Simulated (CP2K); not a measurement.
HfO2:

```
CELL_PARAMETERS angstrom
5.11800 0.00000 0.00000
0.00000 5.18570 0.00000
-0.85866 0.00000 5.21387
ATOMIC_POSITIONS crystal
Hf 0.27550 0.46030 0.70800
Hf 0.72450 0.96030 0.79200
Hf 0.72450 0.53970 0.29200
Hf 0.27550 0.03970 0.20800
O 0.07420 0.16840 0.84670
O 0.92580 0.66840 0.65330
O 0.92580 0.83160 0.15330
O 0.07420 0.33160 0.34670
O 0.44870 0.74190 0.98010
O 0.55130 0.24190 0.51990
O 0.55130 0.25810 0.01990
O 0.44870 0.75810 0.48010
```

Base run:

* Program: CP2K 2026.2
* Functional: PBE
* Potentials or basis: POTENTIAL_UZH Hf GTH-PBE-q12, O GTH-PBE-q6; DZVP-MOLOPT-PBE-GTH basis
* Density cutoff: 9524 eV
* k mesh: 4 × 4 × 4
* Occupations: fermi-dirac, width 0.05 eV
* Spin: no spin polarisation

Its results: band gap on the k mesh 4.13 eV, indirect (least direct gap 4.21 eV); pressure 0.1 GPa; largest force 0.421 eV/Å.

The run is repeated on the same cell with these changes: potentials or basis from POTENTIAL_UZH Hf GTH-PBE-q12, O GTH-PBE-q6; DZVP-MOLOPT-PBE-GTH basis to POTENTIAL_UZH Hf GTH-PBE-q12, O GTH-PBE-q6; ccGRB-D basis; basis sets from Hf DZVP-MOLOPT-PBE-GTH-q12, O DZVP-MOLOPT-PBE-GTH-q6 to Hf ccGRB-D-q12, O ccGRB-D-q6. What comes out?

Band gap on the k mesh 4.15 eV, indirect (least direct gap 4.24 eV); pressure 1.2 GPa; largest force 0.441 eV/Å.

Caveats: spin-orbit coupling is left out, which moves the levels of the heavy elements; the basis of atomic orbitals isn't converged, which shifts pressures, moduli and gaps.

A k mesh can miss the band edges.
